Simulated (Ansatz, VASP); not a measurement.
# Ti (free-standing triangular Ti monolayer, spacing 2.904 A) in two plane-wave programs, part 2 of 2

Wanted: the spread between two codes on one cell, functional and k mesh. The cell is taken from a series of runs on this material, whose earlier steps may have relaxed, scaled, displaced or heated it; both programs get it as it stands.

VASP 6.6.1 and Ansatz 0.2.0.

So far: Starting point; Ansatz: single point, PBE, pair 1; VASP: single point, PBE, pair 1; Side by side; Ansatz: single point, PBE, pair 2.

## 6. VASP: single point, PBE, pair 2

Level of this step: PBE, spin-polarised from a ferromagnetic start; plane waves and PAW (Ti_sv) (VASP).

The same cell, functional, mesh and smearing now go to VASP, with its own data sets.

INCAR reads:

```
SYSTEM = Ti
PREC = Accurate
ENCUT = 400
EDIFF = 1E-06
NELM = 200
ISMEAR = -1
SIGMA = 0.1
LREAL = .FALSE.
ALGO = Normal
GGA = PE
NBANDS = 13
ISPIN = 2
MAGMOM = 1.15
LASPH = .TRUE.
LMAXMIX = 4
LORBIT = 11
LWAVE = .FALSE.
LCHARG = .FALSE.
ISIF = 2
GGA_COMPAT = .FALSE.
KPAR = 2
```

POSCAR reads:

```
Ti
1.0
    2.9040000000      0.0000000000      0.0000000000
   -1.4520000000      2.5149380000      0.0000000000
    0.0000000000      0.0000000000     14.0000000000
Ti
1
Direct
    0.0000000000      0.0000000000      0.5000000000
```

KPOINTS reads:

```
Automatic mesh
0
Gamma
21 21 1
0 0 0
```

PAW data sets: Ti_sv (PBE family, release 64).

Run with:

```console
$ mpirun -np 2 vasp_std
```

Numbers of over 12 decimals in the logs are rounded to 6 here.

Output:

```text
[... set-up lines as in an earlier step ...]
 entering main loop
       N       E                     dE             d eps       ncg     rms          rms(c)
DAV:   1     0.579411581588E+02    0.57941E+02   -0.59218E+03  3096   0.605E+02
DAV:   2     0.191548400977E+01   -0.56026E+02   -0.53959E+02  3093   0.186E+02
DAV:   3    -0.607993858043E+01   -0.79954E+01   -0.78504E+01  4215   0.541E+01
DAV:   4    -0.645801103604E+01   -0.37807E+00   -0.37737E+00  3100   0.111E+01
[...]
DAV:  21    -0.586098790989E+01   -0.45492E-04   -0.28904E-05  2651   0.275E-02    0.512E-03
DAV:  22    -0.586099751502E+01   -0.96051E-05   -0.89460E-06  2794   0.207E-02    0.284E-03
DAV:  23    -0.586099755239E+01   -0.37372E-07   -0.18055E-06  2724   0.982E-03
   1 F= -.58609976E+01 E0= -.58192920E+01  d E =-.834111E-01  mag=     1.7982
```

Parts of OUTCAR (step 6):

```text
  Total       -1.3284635     -1.3284637     -0.0903444      0.0000000      0.0000000     -0.0000000
  in kB      -20.8165265    -20.8165303     -1.4156638      0.0000000      0.0000000     -0.0000000
  external PRESSURE =     -14.3495735 kB  Pullay stress =       0.0000000 kB

 POSITION                                       TOTAL-FORCE (eV/Angst)
 -----------------------------------------------------------------------------------
      0.00000      0.00000      7.00000         0.000000      0.000000      0.000000
 -----------------------------------------------------------------------------------
    total drift:                               -0.000000      0.000000      0.000000

  FREE ENERGIE OF THE ION-ELECTRON SYSTEM (eV)
  ---------------------------------------------------
  free  energy   TOTEN  =        -5.8609975524 eV

  energy  without entropy=       -5.7775864622  energy(sigma->0) =       -5.81929201

 magnetization (x)
# of ion       s       p       d       tot
------------------------------------------
    1        0.016   0.061   1.008   1.084

[... 1 part as in an earlier step ...]

[... 2 further parts left out ...]
[key lines of the parts left out:]
E-fermi :  -1.7710
```

## 7. Differences

Both answers:

```
          quantity  Ansatz  VASP  difference
 total moment (μB)    1.80  1.80        0.00
moment on Ti1 (μB)    1.15  1.08       +0.06
```

Where the cell holds vacuum, a pressure given here is an average over it and none of the material.

## 8. Ansatz: single point, PBE, pair 3

With cell and atoms fixed, the geometry can't cause a difference; cores, projectors, grids and the points listed under the comparison can.

The cell is taken from a series of runs on this material, whose earlier steps may have relaxed, scaled, displaced or heated it; both programs get it as it stands.

input.yaml reads:

```yaml
crystal:
  lattice:
    - [2.904, 0.0, 0.0]
    - [-1.452, 2.514938, 0.0]
    - [0.0, 0.0, 14.0]
  atoms:
    - { symbol: Ti, position: [0.0, 0.0, 0.5], spin: 0.26 }
magnetization:
  spin_polarized: true
  initial_magnetization: 0.26
  spin_locking: { lock_magnetization: hard }
kpoints:
  mp_grid: { grid: [21, 21, 1] }
hamiltonian:
  xc: pbe
scf:
  occupations: { method: fermi_dirac, width: 0.1 }
  max_iter: 120
  convergence: { dr2_threshold: 1.0e-08 }
basis:
  ecutwfc: 420.0
```

Run with:

```console
$ ansatz run input.yaml --threads 1 --pin off --max-ram 3072MiB --backend cpu --events-out ev --progress --plain --runs-dir out
```

Output:

```text
[...]
Crystal: 1 atoms, lattice volume = 102.247 Å³
Basis set: ecut = 420 eV, 2015 PW (Γ)
Bands: 11, of which v1, the nominal top of the filled ones, is band 6 counted from 1 (5 counted from 0)
Symmetry: 24 space group operations
[...]
k-points: 48 of 441
[...]
Starting moments: Σ|m| = 0.26 μB on 1 of 1 site
[...]
Magnetization: 0.2600 μB (6.1300 up, 5.8700 down)
Absolute magnetization: 0.2600 μB (∫|ρ↑−ρ↓|, with the PAW one-centre terms)
[...]
Per-site moments (μB) at R_I (Å): [(0.148675, 1.197900)]
Free energy (F): -2497.658518 eV
[...]
Internal energy: -2497.533671 eV  (E = F + TS)
E sigma→0 (E₀):  -2497.596094 eV
Entropy (-TS):   -0.124847 eV (-124.847 meV/atom)
Fermi energy:    -0.989078 (↑ -1.001776, ↓ -0.976381) eV
[...]
[key lines of the parts left out:]
SCF converged after 12 iterations
```

## 9. VASP: single point, PBE, pair 3

The same cell, functional, mesh and smearing now go to VASP, with its own data sets.

Edit INCAR of step 6 so:

```diff
@@ -12,3 +12,3 @@
 ISPIN = 2
-MAGMOM = 1.15
+MAGMOM = 0.15
 LASPH = .TRUE.
@@ -19,2 +19,3 @@
 ISIF = 2
+NUPDOWN = 0.26
 GGA_COMPAT = .FALSE.
```

POSCAR is that of step 6.

KPOINTS is that of step 6.

Run with:

```console
$ mpirun -np 2 vasp_std
```

Output:

```text
[... set-up lines as in an earlier step ...]
 entering main loop
       N       E                     dE             d eps       ncg     rms          rms(c)
DAV:   1     0.577554216655E+02    0.57755E+02   -0.59271E+03  3096   0.605E+02
DAV:   2     0.178567237262E+01   -0.55970E+02   -0.53922E+02  3116   0.185E+02
DAV:   3    -0.615010874748E+01   -0.79358E+01   -0.78180E+01  4217   0.541E+01
DAV:   4    -0.652424323362E+01   -0.37413E+00   -0.37346E+00  3054   0.110E+01
[...]
DAV:  19    -0.582583428992E+01   -0.35868E-04   -0.37199E-06  2625   0.587E-03    0.121E-03
DAV:  20    -0.582583831171E+01   -0.40218E-05   -0.27128E-07  2445   0.280E-03    0.351E-04
DAV:  21    -0.582583923610E+01   -0.92440E-06   -0.37812E-08  2325   0.909E-04
   1 F= -.58258392E+01 E0= -.57635981E+01  d E =-.124482E+00  mag=     0.2600
```

OUTCAR, selected parts (step 9):

```text
  Total       -2.0504437     -2.0504441     -0.0845866      0.0000000      0.0000000      0.0000000
  in kB      -32.1296873    -32.1296931     -1.3254397      0.0000000      0.0000000      0.0000000
  external PRESSURE =     -21.8616067 kB  Pullay stress =       0.0000000 kB

  FREE ENERGIE OF THE ION-ELECTRON SYSTEM (eV)
  ---------------------------------------------------
  free  energy   TOTEN  =        -5.8258392361 eV

  energy  without entropy=       -5.7013570608  energy(sigma->0) =       -5.76359815

 magnetization (x)
# of ion       s       p       d       tot
------------------------------------------
    1        0.002   0.010   0.127   0.140

[... 3 parts as in an earlier step ...]

[... 1 further part left out ...]
[key lines of the parts left out:]
E-fermi :  -1.8321
```

## 10. Comparison

The two programs side by side:

```
                             quantity  Ansatz  VASP  difference
total moment, fixed by the input (μB)    0.26  0.26        0.00
                   moment on Ti1 (μB)    0.15  0.14       +0.01
```

Where the cell holds vacuum, a pressure given here is an average over it and none of the material.

## 11. What came out

```
difference in total moment (single point, PBE, pair 1)  : 9.7e-4 μB
difference in total moment (single point, PBE, pair 2)  : -0.0012 μB
difference in moment on Ti1 (single point, PBE, pair 3) : 0.0090 μB
```

**Reading.** The difference in total moment is 9.7e-4 μB (single point, PBE, pair 1). Pairs 1 and 2 hold one cell, so they aren't independent. 5 further pairs of this series are not shown here. Such differences can come from data sets, numerical settings and the points named under the comparisons, not from the functional's error against experiment.

[Lines on the potential files, build, host, timing and source positions are cut from VASP's logs without a mark.]

[Logs are printed without paths, hosts, clocks, repeated set-up lines and the standing remarks that a program may print on its own settings, such as how far it seeks lower states.]

[Hosts, paths, dates, database ids (printed as entryN), source tags and the programs' standing remarks are cut or masked in the printed files.]
